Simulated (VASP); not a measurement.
# Interstitial C in a supercell of Zn (Zinc), part 2 of 3

Wanted: what interstitial C costs in Zn (Zinc) and how the lattice relaxes round it. The start is a cell from a database of measured crystal structures.

VASP 6.6.1, plane waves and PAW; the level of theory is named at each step.

So far. Step 2 (Relaxing the host crystal): An edge changed by 10 % against the database cell. In a metal the coarse mesh may share the blame. Step 3 (Relax the host again, on a new basis): The run ended after 2 ionic steps, 0.000 eV below its first step, once forces and stress met EDIFFG = -0.02.

The database entry behind the starting cell differs from later determinations by our own check (about 0.3 % long), so it need not match the best structure at ambient conditions.

## Step 4: The perfect supercell

Level of this step: PBEsol; plane waves and PAW (Zn) (VASP).

System of this step: Zn (Zinc). The structure is hexagonal, space group P6_3/mmc (No. 194). Conventional cell: a = 2.683 Å, b = 2.683 Å, c = 4.466 Å, α = 90.00°, β = 90.00°, γ = 120.00°. Nearest to Zn lie 12 Zn at 2.68 to 2.72 Å.

The same cell, mesh and cutoff without the defect give the energy to subtract and, in a gapped host, the band edges to count from, so that most errors cancel.

Contents of INCAR:

```
SYSTEM = Zn
PREC = Normal
ENCUT = 400
EDIFF = 1E-05
NELM = 120
ISMEAR = 1
SIGMA = 0.2
LREAL = Auto
ALGO = Fast
GGA = PS
LORBIT = 11
LWAVE = .FALSE.
LCHARG = .FALSE.
KPAR = 4
```

Contents of POSCAR:

```
Zn
1.0
    8.0491017816      0.0000000000      0.0000000000
   -4.0245508908      6.9707266203      0.0000000000
    0.0000000000      0.0000000000      8.9313288168
Zn
36
Direct
    0.2222222222      0.1111111111      0.3750000000
    0.2222222222      0.1111111111      0.8750000000
    0.2222222222      0.4444444444      0.3750000000
    0.2222222222      0.4444444444      0.8750000000
    0.2222222222      0.7777777778      0.3750000000
    0.2222222222      0.7777777778      0.8750000000
    0.5555555556      0.1111111111      0.3750000000
    0.5555555556      0.1111111111      0.8750000000
    0.5555555556      0.4444444444      0.3750000000
    0.5555555556      0.4444444444      0.8750000000
    0.5555555556      0.7777777778      0.3750000000
    0.5555555556      0.7777777778      0.8750000000
    0.8888888889      0.1111111111      0.3750000000
    0.8888888889      0.1111111111      0.8750000000
    0.8888888889      0.4444444444      0.3750000000
    0.8888888889      0.4444444444      0.8750000000
    0.8888888889      0.7777777778      0.3750000000
    0.8888888889      0.7777777778      0.8750000000
    0.1111111111      0.2222222222      0.1250000000
    0.1111111111      0.2222222222      0.6250000000
    0.1111111111      0.5555555556      0.1250000000
    0.1111111111      0.5555555556      0.6250000000
    0.1111111111      0.8888888889      0.1250000000
    0.1111111111      0.8888888889      0.6250000000
    0.4444444444      0.2222222222      0.1250000000
    0.4444444444      0.2222222222      0.6250000000
    0.4444444444      0.5555555556      0.1250000000
    0.4444444444      0.5555555556      0.6250000000
    0.4444444444      0.8888888889      0.1250000000
    0.4444444444      0.8888888889      0.6250000000
    0.7777777778      0.2222222222      0.1250000000
    0.7777777778      0.2222222222      0.6250000000
    0.7777777778      0.5555555556      0.1250000000
    0.7777777778      0.5555555556      0.6250000000
    0.7777777778      0.8888888889      0.1250000000
    0.7777777778      0.8888888889      0.6250000000
```

Contents of KPOINTS:

```
Automatic mesh
0
Gamma
5 5 4
0 0 0
```

PAW data sets: Zn (PBE family, release 64).

On the command line:

```sh
> mpirun -np 4 vasp_std
```

Log:

```text
[banner, memory and clock lines left out]
running    4 mpi-ranks, on    1 nodes
 distrk:  each k-point on    1 cores,    4 groups
 distr:  one band on    1 cores,    1 groups

 POSCAR found type information on POSCAR Zn
 POSCAR found :  1 types and      36 ions
 [... a notice as in an earlier step ...]

 LDA part: xc-table for (Slater+PW92), standard interpolation
 POSCAR, INCAR and KPOINTS ok, starting setup
 FFT: planning ... GRIDC
 FFT: planning ... GRID_SOFT
 FFT: planning ... GRID
 WAVECAR not read
 entering main loop
       N       E                     dE             d eps       ncg     rms          rms(c)
DAV:   1     0.377162830063E+04    0.37716E+04   -0.15770E+05  7770   0.231E+03
DAV:   2     0.466900777924E+03   -0.33047E+04   -0.32135E+04  7770   0.559E+02
DAV:   3    -0.347121565896E+02   -0.50161E+03   -0.47976E+03  7823   0.191E+02
DAV:   4    -0.625590496647E+02   -0.27847E+02   -0.27328E+02  8318   0.531E+01
DAV:   5    -0.628138243930E+02   -0.25477E+00   -0.25322E+00  8171   0.487E+00    0.211E+01
RMM:   6    -0.570693297013E+02    0.57445E+01   -0.30713E+01  8212   0.199E+01    0.155E+01
RMM:   7    -0.567911637410E+02    0.27817E+00   -0.98435E-01  8683   0.439E+00    0.797E+00
RMM:   8    -0.566360903445E+02    0.15507E+00   -0.15573E-01  8566   0.811E-01    0.681E-01
RMM:   9    -0.566346544299E+02    0.14359E-02   -0.43161E-02  8794   0.909E-01    0.444E-01
RMM:  10    -0.566340348365E+02    0.61959E-03   -0.62511E-03  8639   0.241E-01    0.535E-02
RMM:  11    -0.566340614173E+02   -0.26581E-04   -0.41977E-04  8785   0.727E-02    0.163E-02
RMM:  12    -0.566340664477E+02   -0.50304E-05   -0.49129E-05  6556   0.189E-02
   1 F= -.56634066E+02 E0= -.56634714E+02  d E =0.194333E-02
```

Run time: 2.3 min. Hardware: 4 MPI ranks of Intel Xeon 6975P-C (Granite Rapids), shared host; peak memory 3.3 GiB; 9.1 min of CPU time.

OUTCAR, selected parts (step 4):

```text
  LATTYP: Found a hexagonal cell.
 ALAT       =     8.0491017816
 C/A-ratio  =     1.1096056503

 Found     15 irreducible k-points:

   k-points           NKPTS =     15   k-points in BZ     NKDIM =     15   number of bands    NBANDS=    259

   dimension x,y,z NGX =    40 NGY =   40 NGZ =   48
   dimension x,y,z NGXF=    80 NGYF=   80 NGZF=   96

   ENCUT  =  400.0 eV  29.40 Ry    5.42 a.u.  13.13 13.13 14.56*2*pi/ulx,y,z

   NELECT =     432.0000    total number of electrons

 E-fermi :   3.6999

 k-point     1 :       0.0000    0.0000    0.0000
  band No.  band energies     occupation
    ...
    205       2.8571      2.00000
    206       2.8572      2.00000
    207       2.8572      2.00000
    208       3.0321      2.00002
    209       3.0321      2.00002
    210       3.9704     -0.06673
    211       3.9704     -0.06673
    212       3.9704     -0.06673
    213       3.9704     -0.06673
    214       4.1215     -0.01111
    ...

 k-point     2 :       0.2000   -0.0000    0.0000
  band No.  band energies     occupation
    ...
    212       3.0251      2.00002
    213       3.3343      2.02673
    214       3.5248      2.01388
    215       3.6799      1.16856
    216       3.6799      1.16854
    217       3.8018      0.24951
    218       3.8018      0.24943
    219       4.3765     -0.00002
    220       4.3765     -0.00002
    221       4.9246     -0.00000
    ...

  Total        1.1763449      1.1763449     -1.7658587     -0.0000000     -0.0000000     -0.0000000
  in kB        3.7610031      3.7610031     -5.6457934     -0.0000000     -0.0000000     -0.0000000
  external PRESSURE =       0.6254043 kB  Pullay stress =       0.0000000 kB

  energy-cutoff  :      400.00
  volume of cell :      501.12
      direct lattice vectors                 reciprocal lattice vectors
     8.049101782  0.000000000  0.000000000     0.124237465  0.071728534  0.000000000
    -4.024550891  6.970726620  0.000000000     0.000000000  0.143457068  0.000000000
     0.000000000  0.000000000  8.931328817     0.000000000  0.000000000  0.111965422

 POSITION                                       TOTAL-FORCE (eV/Angst)
 -----------------------------------------------------------------------------------
      1.34152      0.77453      3.34925         0.000000      0.000000     -0.000000
      1.34152      0.77453      7.81491         0.000000      0.000000      0.000000
      0.00000      3.09810      3.34925         0.000000     -0.000000      0.000000
      0.00000      3.09810      7.81491         0.000000     -0.000000     -0.000000
     -1.34152      5.42168      3.34925         0.000000      0.000000      0.000000
     -1.34152      5.42168      7.81491         0.000000      0.000000     -0.000000
      4.02455      0.77453      3.34925        -0.000000     -0.000000     -0.000000
      4.02455      0.77453      7.81491        -0.000000     -0.000000      0.000000
      2.68303      3.09810      3.34925         0.000000      0.000000      0.000000
      2.68303      3.09810      7.81491         0.000000     -0.000000     -0.000000
      1.34152      5.42168      3.34925         0.000000      0.000000      0.000000
      1.34152      5.42168      7.81491         0.000000      0.000000      0.000000
      6.70758      0.77453      3.34925         0.000000      0.000000      0.000000
      6.70758      0.77453      7.81491         0.000000     -0.000000      0.000000
      5.36607      3.09810      3.34925         0.000000      0.000000     -0.000000
      5.36607      3.09810      7.81491         0.000000      0.000000      0.000000
      4.02455      5.42168      3.34925         0.000000      0.000000      0.000000
      4.02455      5.42168      7.81491         0.000000      0.000000     -0.000000
      0.00000      1.54905      1.11642         0.000000      0.000000      0.000000
      0.00000      1.54905      5.58208        -0.000000      0.000000     -0.000000
     -1.34152      3.87263      1.11642        -0.000000      0.000000     -0.000000
     -1.34152      3.87263      5.58208        -0.000000     -0.000000      0.000000
     -2.68303      6.19620      1.11642        -0.000000     -0.000000      0.000000
     -2.68303      6.19620      5.58208        -0.000000     -0.000000      0.000000
      2.68303      1.54905      1.11642        -0.000000     -0.000000     -0.000000
      2.68303      1.54905      5.58208        -0.000000      0.000000     -0.000000
      1.34152      3.87263      1.11642        -0.000000     -0.000000      0.000000
      1.34152      3.87263      5.58208        -0.000000     -0.000000      0.000000
     -0.00000      6.19620      1.11642        -0.000000     -0.000000     -0.000000
     -0.00000      6.19620      5.58208        -0.000000     -0.000000      0.000000
      5.36607      1.54905      1.11642        -0.000000     -0.000000     -0.000000
      5.36607      1.54905      5.58208        -0.000000      0.000000     -0.000000
      4.02455      3.87263      1.11642        -0.000000     -0.000000     -0.000000
      4.02455      3.87263      5.58208        -0.000000     -0.000000      0.000000
      2.68303      6.19620      1.11642        -0.000000     -0.000000     -0.000000
      2.68303      6.19620      5.58208        -0.000000     -0.000000     -0.000000
 -----------------------------------------------------------------------------------
    total drift:                               -0.000000     -0.000000      0.000000

  FREE ENERGIE OF THE ION-ELECTRON SYSTEM (eV)
  ---------------------------------------------------
  free  energy   TOTEN  =       -56.6340664477 eV

  energy  without entropy=      -56.6360097777  energy(sigma->0) =      -56.63471422

 total charge
# of ion       s       p       d       tot
------------------------------------------
    1        0.592   0.507   9.726  10.824
    2        0.592   0.507   9.726  10.824
    3        0.592   0.507   9.726  10.824
    4        0.592   0.507   9.726  10.824
    5        0.592   0.507   9.726  10.824
    6        0.592   0.507   9.726  10.824
    7        0.592   0.507   9.726  10.824
    8        0.592   0.507   9.726  10.824
    9        0.592   0.507   9.726  10.824
   10        0.592   0.507   9.726  10.824
   11        0.592   0.507   9.726  10.824
   12        0.592   0.507   9.726  10.824
   13        0.592   0.507   9.726  10.824
   14        0.592   0.507   9.726  10.824
   15        0.592   0.507   9.726  10.824
   16        0.592   0.507   9.726  10.824
   17        0.592   0.507   9.726  10.824
   18        0.592   0.507   9.726  10.824
   19        0.592   0.507   9.726  10.824
   20        0.592   0.507   9.726  10.824
   21        0.592   0.507   9.726  10.824
   22        0.592   0.507   9.726  10.824
   23        0.592   0.507   9.726  10.824
   24        0.592   0.507   9.726  10.824
   25        0.592   0.507   9.726  10.824
   26        0.592   0.507   9.726  10.824
   27        0.592   0.507   9.726  10.824
   28        0.592   0.507   9.726  10.824
   29        0.592   0.507   9.726  10.824
   30        0.592   0.507   9.726  10.824
   31        0.592   0.507   9.726  10.824
   32        0.592   0.507   9.726  10.824
   33        0.592   0.507   9.726  10.824
   34        0.592   0.507   9.726  10.824
   35        0.592   0.507   9.726  10.824
   36        0.592   0.507   9.726  10.824
--------------------------------------------------
tot         21.295  18.244 350.122 389.660

[... 2 parts as in an earlier step ...]

[... 7 further parts left out ...]
```

This step gave:

* electronic cycles: 12
* electrons: 432
* free energy (TOTEN): -56.6341 eV
* energy at zero smearing: -56.6347 eV
* Fermi energy: 3.700 eV

The host is treated as a metal, as its relaxation found a gap under 0.3 eV or none, and only the neutral defect is run.

## Step 5: Reference C

This step: PBEsol; plane waves and PAW (C) (VASP 6.6.1).

System of this step: C. Symmetry: Fd-3m, No. 227, cubic system. The conventional cell has a = 3.570 Å, b = 3.570 Å, c = 3.570 Å, α = 90.00°, β = 90.00°, γ = 90.00°. Nearest to C lie 4 C at 1.55 Å.

The reference for C is its crystal, relaxed at the cutoff of the large cell.

Contents of INCAR:

```
SYSTEM = C
PREC = Normal
ENCUT = 400
EDIFF = 1E-05
NELM = 120
ISMEAR = 0
SIGMA = 0.1
LREAL = Auto
ALGO = Fast
GGA = PS
NBANDS = 10
LORBIT = 11
LWAVE = .FALSE.
LCHARG = .FALSE.
KPAR = 4
IBRION = 2
NSW = 25
ISIF = 3
EDIFFG = -0.02
POTIM = 0.4
```

Contents of POSCAR:

```
C
1.0
    0.0000000000      1.7850000000      1.7850000000
    1.7850000000      0.0000000000      1.7850000000
    1.7850000000      1.7850000000      0.0000000000
C
2
Direct
    0.0000000000      0.0000000000      0.0000000000
    0.2500000000      0.2500000000      0.2500000000
```

Contents of KPOINTS:

```
Automatic mesh
0
Gamma
13 13 13
0 0 0
```

PAW data sets: C (PBE family, release 64).

On the command line:

```sh
> mpirun -np 4 vasp_std
```

Log:

```text
[banner, memory and clock lines left out]
running    4 mpi-ranks, on    1 nodes
 distrk:  each k-point on    1 cores,    4 groups
 distr:  one band on    1 cores,    1 groups

 POSCAR found type information on POSCAR C
 POSCAR found :  1 types and       2 ions
|                                                                             |
|               ----> ADVICE to this user running VASP <----                  |
|                                                                             |
|     You have a (more or less) 'small supercell' and for smaller cells       |
|     it is recommended to use the reciprocal-space projection scheme!        |
|     The real-space optimization is not efficient for small cells and it     |
|     is also less accurate ...                                               |
|     Therefore, set LREAL=.FALSE. in the INCAR file.                         |
|                                                                             |

 [... a notice as in an earlier step ...]

 LDA part: xc-table for (Slater+PW92), standard interpolation
 POSCAR, INCAR and KPOINTS ok, starting setup
 FFT: planning ... GRIDC
 FFT: planning ... GRID_SOFT
 FFT: planning ... GRID
 WAVECAR not read
 entering main loop
       N       E                     dE             d eps       ncg     rms          rms(c)
DAV:   1    -0.443189789702E+01   -0.44319E+01   -0.41853E+03  1754   0.636E+02
DAV:   2    -0.196317558377E+02   -0.15200E+02   -0.14511E+02  2296   0.107E+02
DAV:   3    -0.199059194078E+02   -0.27416E+00   -0.27373E+00  1984   0.113E+01
DAV:   4    -0.199063794862E+02   -0.46008E-03   -0.46006E-03  1818   0.543E-01
DAV:   5    -0.199063799242E+02   -0.43803E-06   -0.43800E-06  1912   0.162E-02    0.562E+00
RMM:   6    -0.194256565575E+02    0.48072E+00   -0.17913E-01  1680   0.309E+00    0.332E+00
RMM:   7    -0.192567879253E+02    0.16887E+00   -0.25611E-01  1680   0.388E+00    0.685E-01
RMM:   8    -0.192575596370E+02   -0.77171E-03   -0.77494E-03  1680   0.902E-01    0.602E-02
RMM:   9    -0.192576196239E+02   -0.59987E-04   -0.60963E-04  1674   0.234E-01    0.245E-02
RMM:  10    -0.192576291606E+02   -0.95367E-05   -0.63049E-05  1651   0.654E-02
   1 F= -.19257629E+02 E0= -.19257629E+02  d E =-.192576E+02
 curvature:   0.00 expect dE= 0.000E+00 dE for cont linesearch  0.000E+00
 trial: gam= 0.00000 g(F)=  0.148E-44 g(S)=  0.258E-01 ort = 0.000E+00 (trialstep = 0.100E+01)
 search vector abs. value=  0.258E-01
 bond charge predicted
       N       E                     dE             d eps       ncg     rms          rms(c)
DAV:   1    -0.192651555931E+02   -0.75360E-02   -0.40444E-01  1862   0.552E+00    0.588E-01
RMM:   2    -0.192603214299E+02    0.48342E-02   -0.40645E-03  1680   0.564E-01    0.324E-01
RMM:   3    -0.192583616648E+02    0.19598E-02   -0.24195E-03  1680   0.386E-01    0.334E-02
RMM:   4    -0.192583660542E+02   -0.43894E-05   -0.97465E-05  1669   0.105E-01
   2 F= -.19258366E+02 E0= -.19258366E+02  d E =-.736894E-03
 trial-energy change:   -0.000737  1 .order   -0.000151   -0.025811    0.025509
 step:   0.5200(harm=  0.5029)  dis= 0.00000  next Energy=   -19.264423 (dE=-0.679E-02)
 bond charge predicted
       N       E                     dE             d eps       ncg     rms          rms(c)
DAV:   1    -0.192659892313E+02   -0.76276E-02   -0.91460E-02  1790   0.260E+00    0.280E-01
RMM:   2    -0.192649071294E+02    0.10821E-02   -0.89370E-04  1680   0.262E-01    0.155E-01
RMM:   3    -0.192644698939E+02    0.43724E-03   -0.54436E-04  1680   0.182E-01    0.137E-02
RMM:   4    -0.192644702260E+02   -0.33216E-06   -0.22079E-05  1508   0.499E-02
   3 F= -.19264470E+02 E0= -.19264470E+02  d E =-.684107E-02
 curvature:  -0.25 expect dE=-0.827E-07 dE for cont linesearch -0.827E-07
 trial: gam=-0.00356 g(F)=  0.189E-44 g(S)=  0.329E-06 ort = 0.922E-04 (trialstep = 0.904E+00)
 search vector abs. value=  0.104E-09
 reached required accuracy - stopping structural energy minimisation
```

It took 1.6 s on 4 MPI ranks; peak memory 0.38 GiB.

Parts of OUTCAR (step 5):

```text
   k-points           NKPTS =     84   k-points in BZ     NKDIM =     84   number of bands    NBANDS=     10

   ENCUT  =  400.0 eV  29.40 Ry    5.42 a.u.   4.12  4.12  4.12*2*pi/ulx,y,z

   NELECT =       8.0000    total number of electrons

 E-fermi :  10.4670

 k-point     1 :       0.0000    0.0000    0.0000
  band No.  band energies     occupation
      1     -11.7974      2.00000
      2       9.9826      2.00000
      3       9.9837      2.00000
      4       9.9837      2.00000
      5      15.5671      0.00000
      6      15.5689      0.00000
      7      15.5689      0.00000
      8      23.7255      0.00000
      9      29.1484      0.00000
    ...

  Total       -0.0023845     -0.0023845     -0.0023845     -0.0000000      0.0000000     -0.0000000
  in kB       -0.3427099     -0.3427099     -0.3427099     -0.0000000      0.0000000     -0.0000000
  external PRESSURE =      -0.3427099 kB  Pullay stress =       0.0000000 kB

 POSITION                                       TOTAL-FORCE (eV/Angst)
 -----------------------------------------------------------------------------------
      0.00000      0.00000      0.00000        -0.000000     -0.000000     -0.000000
      0.88652      0.88652      0.88652         0.000000      0.000000      0.000000
 -----------------------------------------------------------------------------------
    total drift:                               -0.000000     -0.000000      0.000000

  FREE ENERGIE OF THE ION-ELECTRON SYSTEM (eV)
  ---------------------------------------------------
  free  energy   TOTEN  =       -19.2644702260 eV

  energy  without entropy=      -19.2644702260  energy(sigma->0) =      -19.26447023

[... 1 part as in an earlier step ...]

[... 15 further parts left out ...]
```

CONTCAR:

```
C
   1.00000000000000
     0.0000000000000000    1.7730391951501643    1.7730391951501643
     1.7730391951501643   -0.0000000000000000    1.7730391951501643
     1.7730391951501643    1.7730391951501643    0.0000000000000000
  C
     2
Direct
     0.0000000000000000    0.0000000000000000    0.0000000000000000
     0.2500000000000000    0.2500000000000000    0.2500000000000000
```

The gap is read on the k-mesh alone, so it is an upper bound where the band edges lie off the mesh. The run keeps the 48 symmetry operations of its start, so it cannot find a distortion of lower symmetry.

Step by step:

| step | energy less that of the first step (eV) | largest force (eV/Å) | pressure (GPa) | volume (Å³) |
| --- | --- | --- | --- | --- |
| 1 | 0.0000 | 0.0000 | -9.41 | 11.37 |
| 2 | -0.0007 | 0.0000 | 9.66 | 10.94 |
| 3 | -0.0068 | 0.0000 | -0.03 | 11.15 |

| conventional cell, symmetrised | before | after | change |
| --- | --- | --- | --- |
| a (Å) | 3.570 | 3.546 | -0.7 % |
| b (Å) | 3.570 | 3.546 | -0.7 % |
| c (Å) | 3.570 | 3.546 | -0.7 % |
| volume (Å³/atom) | 5.69 | 5.57 | -2.0 % |

The relaxed structure:

```xyz
2
Lattice="0.0000 1.7730 1.7730 1.7730 0.0000 1.7730 1.7730 1.7730 0.0000" Properties=species:S:1:pos:R:3 pbc="T T T"
C     0.0000    0.0000    0.0000
C     0.8865    0.8865    0.8865
```

This step gave:

* electronic cycles: 18
* electrons: 8
* free energy (TOTEN): -19.26 eV
* Fermi energy: 10.47 eV
* labelled metallic, from the levels on this mesh: no
* gap on the k-mesh: 4.030 eV
* least direct gap on the k-mesh: 5.583 eV

The run ended after 3 ionic steps, 0.007 eV below its first step, once forces and stress met EDIFFG = -0.02.

Energy at zero smearing: -19.26447 eV.

(Continued in part 3 of 3.)

[Lines on the potential files, build, host, timing and source positions are cut from VASP's logs without a mark.]

[Logs are printed without paths, hosts, clocks, repeated set-up lines and the standing remarks that a program may print on its own settings, such as how far it seeks lower states.]

[Hosts, paths, dates, database ids (printed as entryN), source tags and the programs' standing remarks are cut or masked in the printed files.]

[In band tables of VASP the shares of atoms and orbitals are scaled to a sum of 1 inside the atoms' spheres.]

[Runs that stopped without an error message from VASP are left out.]
